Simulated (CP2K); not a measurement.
The system is Rh.

```
Rh
1.0
     2.68397    0.00000    0.00000
     1.34198    2.32438    0.00000
     1.34198    0.77479    2.19145
Rh
1
Direct
  0.00000 0.00000 0.00000
```

Program: CP2K 2026.2. Alike in all runs: task band structure; no spin polarisation; cell as given; k mesh 12 × 12 × 12.

Q: Order these runs on this cell by their pressure, lowest first.
A. level r2SCAN; potentials or basis POTENTIAL_UZH Rh GTH-SCAN-q17; TZVP-MOLOPT-SCAN-GTH basis; smearing fermi-dirac 0.0259 eV; EPS_DEFAULT 1.0E-9; NGRIDS 5; basis sets Rh TZVP-MOLOPT-SCAN-GTH-q17; potentials Rh GTH-SCAN-q17 of POTENTIAL_UZH; points a segment of the path (NPOINTS) 10
B. level PBEsol; potentials or basis POTENTIAL_UZH Rh GTH-PBE-q17; TZVP-MOLOPT-PBE-GTH basis; smearing fermi-dirac 0.05 eV; EPS_DEFAULT 1.0E-10; NGRIDS 5; basis sets Rh TZVP-MOLOPT-PBE-GTH-q17; potentials Rh GTH-PBE-q17 of POTENTIAL_UZH; points a segment of the path (NPOINTS) 10
C. level LDA; potentials or basis GTH_POTENTIALS Rh GTH-PADE-q17; TZVP-MOLOPT-PBE-GTH basis; smearing fermi-dirac 0.05 eV; EPS_DEFAULT 1.0E-10; NGRIDS 4; basis sets Rh TZVP-MOLOPT-PBE-GTH-q17; potentials Rh GTH-PADE-q17 of GTH_POTENTIALS; points a segment of the path (NPOINTS) 6

A: C (-15.8 GPa), B (-1.2 GPa), A (14.0 GPa).

Caveats: the basis of atomic orbitals isn't converged, which shifts pressures, moduli and gaps; the potentials were made for another functional, which shifts forces and pressure (some runs); so large a pressure means that the cell lies far from this level's equilibrium, or that cutoff or potentials fall short (some runs).
